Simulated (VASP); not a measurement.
# C (P6_3/mmc) in VASP: further runs

Runs on C. Level: r2SCAN. Tasks: single point.

Program: VASP 6.6.1. These are calculated values, not measurements. Logs are shortened: lines on timing, memory, paths and dates and some standing lists are left out, and cuts for length are marked.

**1. Starting point**

Symmetry: P6_3/mmc, No. 194, hexagonal system. Conventional cell: a = 2.456 Å, b = 2.456 Å, c = 7.052 Å, α = 90.00°, β = 90.00°, γ = 120.00°. C (site symmetry -6m2) has 3 C at 1.42 Å as nearest neighbours. C (site symmetry -6m2) has 3 C at 1.42 Å as nearest neighbours.

**2. Single point, r2SCAN (cell and atoms relaxed tightly for response)**

Input file POSCAR:

```
C
1.0
    2.4558837980      0.0000000000      0.0000000000
   -1.2279418990      2.1268577579      0.0000000000
    0.0000000000      0.0000000000      7.0561946703
C
4
Direct
    0.0000000000      0.0000000000      0.7500000000
    0.0000000000      0.0000000000      0.2500000000
    0.3333333333      0.6666666667      0.7500000000
    0.6666666667      0.3333333333      0.2500000000
```

Input file INCAR.step1:

```
SYSTEM = C
PREC = Accurate
ENCUT = 520
ISMEAR = -1
SIGMA = 0.15
LREAL = .False.
LASPH = .True.
NELM = 100
NBANDS = 16
GGA = PE
ALGO = Normal
EDIFF = 1E-4
LWAVE = .True.
LCHARG = .False.
```

Input file INCAR.step2:

```
SYSTEM = C
PREC = Accurate
ENCUT = 520
EDIFF = 1E-7
ISMEAR = -1
SIGMA = 0.15
LREAL = .False.
LASPH = .True.
NELM = 100
ALGO = Normal
ISIF = 2
LWAVE = .False.
LCHARG = .True.
METAGGA = R2SCAN
LMIXTAU = .True.
LELF = .True.
LVHAR = .True.
NBANDS = 16
ISTART = 1
```

Input file KPOINTS:

```
Automatic mesh
0
Gamma
  21 21 6
  0 0 0
```

Potentials or basis: VASP PAW PBE potentials, release 64 (C).

On the command line:

```
$ cat potpaw_PBE.64/C/POTCAR > POTCAR
$ cp INCAR.step1 INCAR
$ mpirun -np 1 vasp_std > vasp.out
$ cp INCAR.step2 INCAR
$ mpirun -np 1 vasp_std > vasp.out
```

OUTCAR:

```text
SYSTEM = C
   PREC = Accurate
   ENCUT = 520
   EDIFF = 1E-7
   ISMEAR = -1
   LREAL = .False.
   LASPH = .True.
   NELM = 100
   ISIF = 2
   METAGGA = R2SCAN
   ISTART = 1

 ion  position               nearest neighbor table
   1  0.000  0.000  0.750-   3 1.42   3 1.42   3 1.42
   2  0.000  0.000  0.250-   4 1.42   4 1.42   4 1.42
   3  0.333  0.667  0.750-   1 1.42   1 1.42   1 1.42
   4  0.667  0.333  0.250-   2 1.42   2 1.42   2 1.42

  LATTYP: Found a hexagonal cell.
 ALAT       =     2.4558837980
 C/A-ratio  =     2.8731793728

  Lattice vectors:

 A1 = (   2.4558837980,   0.0000000000,   0.0000000000)
 A2 = (  -1.2279418990,   2.1268577579,   0.0000000000)
 A3 = (   0.0000000000,   0.0000000000,   7.0561946703)

Analysis of symmetry for initial positions (statically):
=====================================================================
 Subroutine PRICEL returns:
 Original cell was already a primitive cell.

 Routine SETGRP: Setting up the symmetry group for a
 hexagonal supercell.

 Subroutine GETGRP returns: Found 24 space group operations
 (whereof 12 operations were pure point group operations)
 out of a pool of 24 trial point group operations.

The static configuration has the point symmetry D_3d.
 The point group associated with its full space group is D_6h.

Analysis of symmetry for dynamics (positions and initial velocities):
=====================================================================
 Subroutine PRICEL returns:
 Original cell was already a primitive cell.

 Routine SETGRP: Setting up the symmetry group for a
 hexagonal supercell.

 Subroutine GETGRP returns: Found 24 space group operations
 (whereof 12 operations were pure point group operations)
 out of a pool of 24 trial point group operations.

The dynamic configuration has the point symmetry D_3d.
 The point group associated with its full space group is D_6h.

 Subroutine INISYM returns: Found 24 space group operations
 (whereof 12 operations are pure point group operations),
 and found     1 'primitive' translations

----------------------------------------------------------------------------------------

                                     Primitive cell

  volume of cell :      36.8567

[... 85 lines left out ...]
   ICHARG =      0    charge: 1-file 2-atom 10-const
   ISPIN  =      1    spin polarized calculation?
   LNONCOLLINEAR =      F non collinear calculations
   LSORBIT =      F    spin-orbit coupling
   LASPH  =      T    aspherical Exc in radial PAW
   ENCUT  =  520.0 eV  38.22 Ry    6.18 a.u.   4.57  4.57 13.12*2*pi/ulx,y,z
   NELM   =    100;   NELMIN=  2; NELMDL=  0     # of ELM steps
   EDIFF  = 0.1E-06   stopping-criterion for ELM
   LREAL  =      F    real-space projection
   EDIFFG = 0.1E-05   stopping-criterion for IOM
   NSW    =      0    number of steps for IOM
   IBRION =     -1    ionic relax: 0-MD 1-quasi-New 2-CG
   NFREE  =      0    steps in history (QN), initial steepest desc. (CG)
   ISIF   =      2    stress and relaxation
   ISYM   =      2    0-nonsym 1-usesym 2-fastsym
   POTIM  = 0.5000    time-step for ionic-motion
   TEBEG  =    0.0;   TEEND  =   0.0 temperature during run
   PSTRESS=    0.0 pullay stress
   NELECT =      16.0000    total number of electrons
   NUPDOWN=      -1.0000    fix difference up-down
   EMIN   =  10.00;   EMAX   =-10.00  energy-range for DOS
   EFERMI =   0.00;   METHOD = LEGACY
   ISMEAR =    -1;   SIGMA  =   0.15  broadening in eV -4-tet -1-fermi 0-gaus
   EFERMI_NEDOS =   21; number of points for ismear=-14 and -15
   IALGO  =     38    algorithm
   IMIX   =      4    mixing-type and parameters
     AMIX     =   0.40;   BMIX     =  1.00
     AMIX_MAG =   1.60;   BMIX_MAG =  1.00
  volume/ion in A,a.u.               =       9.21        62.18
  Fermi-wavevector in a.u.,A,eV,Ry     =   1.239584  2.342474 20.906276  1.536568
  Thomas-Fermi vector in A             =   2.374061
   LORBIT       =      0    0 simple, 1 ext, 2 COOP (PROOUT), +10 PAW based schemes
   METAGGA = R2SCAN    functional components
   LHFCALC =     F    Hartree Fock is set to
   AEXX    =    0.0000 exact exchange contribution
   IVDW    =     0    specifies the selected vdW correction
   LEPSILON=     F    determine dielectric tensor
   LRPA    =     F    only Hartree local field effects (RPA)
 non-spin polarized calculation
  energy-cutoff  :      520.00
  volume of cell :       36.86
 maximum number of plane-waves:      1016
   NGX =  9   NGY =  9   NGZ = 27

 number of electron      15.9999995 magnetization

 Free energy of the ion-electron system (eV)
  ---------------------------------------------------
  ext. energy  EPLUGINS =         0.00000000
  ---------------------------------------------------
  free energy    TOTEN  =       -39.75424837 eV

  energy without entropy =      -39.75001553  energy(sigma->0) =      -39.75213195

 E-fermi :   4.2631     XC(G=0): -10.7841

 val. band max:        4.2617079214   @ k =   0.3333   0.3333   0.5000
 cond. band min:       4.5268930903   @ k =   0.3333   0.3333   0.3333
 fundamental gap:      0.2651851689
 Fermi energy:         4.2631112092

 k-point     1 :       0.0000    0.0000    0.0000
  band No.  band energies     occupation
      1     -16.6824      2.00000
      2     -16.4841      2.00000
      3      -4.5951      2.00000
      4      -3.0444      2.00000
      5       1.0429      2.00000
      6       1.0429      2.00000
[... 433 lines left out ...]
      3      -3.4293      2.00000
      4      -3.3779      2.00000
      5      -2.6849      2.00000
      6      -1.6202      2.00000
[... 8 lines left out ...]
     15      16.8361      0.00000
     16      17.0102      0.00000

 [... further k-points ...]
[... 5 lines left out ...]
  --------------------------------------------------------------------------------------
  -------------------------------------------------------------------------------------
  Total        0.2349630      0.2349630     -0.0239996     -0.0000000     -0.0000000      0.0000000
  in kB       10.2139385     10.2139386     -1.0432723     -0.0000000     -0.0000000      0.0000000
  external PRESSURE =       6.4615349 kB  Pullay stress =       0.0000000 kB

 VOLUME and BASIS-vectors are now :
 -----------------------------------------------------------------------------
  energy-cutoff  :      520.00
  volume of cell :       36.86
      direct lattice vectors                 reciprocal lattice vectors
     2.455883798  0.000000000  0.000000000     0.407185389  0.235088594  0.000000000
    -1.227941899  2.126857758  0.000000000     0.000000000  0.470177188  0.000000000
     0.000000000  0.000000000  7.056194670     0.000000000  0.000000000  0.141719446

 POSITION                                       TOTAL-FORCE (eV/Angst)
 -----------------------------------------------------------------------------------
      0.00000      0.00000      5.29215        -0.000000     -0.000000      0.000000
      0.00000      0.00000      1.76405         0.000000     -0.000000      0.000000
     -0.00000      1.41791      5.29215        -0.000000      0.000000     -0.000000
      1.22794      0.70895      1.76405         0.000000     -0.000000      0.000000
 -----------------------------------------------------------------------------------
    total drift:                               -0.000000      0.000000      0.000000

  FREE ENERGIE OF THE ION-ELECTRON SYSTEM (eV)
  ---------------------------------------------------
  free  energy   TOTEN  =       -39.7542483663 eV

  energy  without entropy=      -39.7500155337  energy(sigma->0) =      -39.75213195
```

OUTCAR.step1:

```text
SYSTEM = C
   PREC = Accurate
   ENCUT = 520
   ISMEAR = -1
   LREAL = .False.
   LASPH = .True.
[... 687 lines left out ...]
      0.00000      0.00000      1.76405        -0.000000     -0.000000     -0.000000
     -0.00000      1.41791      5.29215        -0.000000      0.000000      0.000000
      1.22794      0.70895      1.76405        -0.000000     -0.000000     -0.000000
 -----------------------------------------------------------------------------------
    total drift:                               -0.000000      0.000000      0.000000

  FREE ENERGIE OF THE ION-ELECTRON SYSTEM (eV)
  ---------------------------------------------------
  free  energy   TOTEN  =       -36.8710200925 eV

  energy  without entropy=      -36.8663449846  energy(sigma->0) =      -36.86868254
```

Wall time 4.4 min (1 thread of Intel Xeon Platinum 8488C (Sapphire Rapids), shared host); peak memory 0.2 GiB.

Results:

| Property | Result |
| --- | --- |
| Free energy | -39.7542 eV |
| Pressure | 0.6 GPa |
| Band gap on the k mesh | none (metal or under the smearing width) |

Stress tensor (GPa, compression positive):
```
 1.02  0.00  0.00
 0.00  1.02  0.00
 0.00  0.00 -0.10
```

Caveat: the PAW data sets were made with another functional, which shifts forces and pressure a little.

**3. Single point, r2SCAN**

Input file POSCAR:

```
C
1.0
    2.4558828790      0.0000000000      0.0000000000
   -1.2279414395      2.1268569620      0.0000000000
    0.0000000000      0.0000000000      7.0522722916
C
4
Direct
    0.0000000000      0.0000000000      0.7500000000
    0.0000000000      0.0000000000      0.2500000000
    0.3333333333      0.6666666667      0.7500000000
    0.6666666667      0.3333333333      0.2500000000
```

Input file INCAR.step1:

```
PREC = Accurate
ENCUT = 520
ISMEAR = 0
SIGMA = 0.1
LREAL = False
LASPH = True
NELM = 100
NBANDS = 16
GGA = PE
ALGO = Normal
EDIFF = 1E-4
LWAVE = True
LCHARG = False
```

Input file INCAR.step2:

```
PREC = Accurate
ENCUT = 520
EDIFF = 1E-6
ISMEAR = 0
SIGMA = 0.1
LREAL = False
LASPH = True
NELM = 100
ALGO = Normal
ISIF = 2
LWAVE = False
LCHARG = True
METAGGA = R2SCAN
LMIXTAU = True
LELF = True
LVHAR = True
NBANDS = 16
ISTART = 1
```

Input file KPOINTS:

```
Automatic mesh
0
Gamma
  21 21 6
```

Potentials or basis: VASP PAW PBE potentials, release 64 (C).

On the command line:

```
$ cat potpaw_PBE.64/C/POTCAR > POTCAR
$ cp INCAR.step1 INCAR
$ mpirun -np 1 vasp_std > vasp.out
$ cp INCAR.step2 INCAR
$ mpirun -np 1 vasp_std > vasp.out
```

Wall time 5.3 min (1 thread of Intel Xeon Platinum 8375C at 2.90GHz (Ice Lake), shared host); peak memory 0.2 GiB.

Results (log left out):

```
Free energy            : -39.7522 eV
Pressure               : 0.6 GPa
Band gap on the k mesh : none (metal or under the smearing width)
```

Stress tensor (GPa, compression positive):
```
 1.01  0.00  0.00
 0.00  1.01  0.00
 0.00  0.00 -0.10
```

Levels at points of the mesh, in eV from the Fermi level:
| k point | band 5 | band 6 | band 7 | band 8 | band 9 | band 10 | band 11 | band 12 |
| --- | --- | --- | --- | --- | --- | --- | --- | --- |
| (0.00, 0.00, 0.00) | -3.21 | -3.21 | -3.20 | -3.20 | 4.02 | 8.72 | 8.72 | 8.76 |
| (0.00, 0.00, 0.50) | -3.20 | -3.20 | -3.20 | -3.20 | 6.40 | 6.40 | 8.74 | 8.74 |

Caveat: the PAW data sets were made with another functional, which shifts forces and pressure a little.
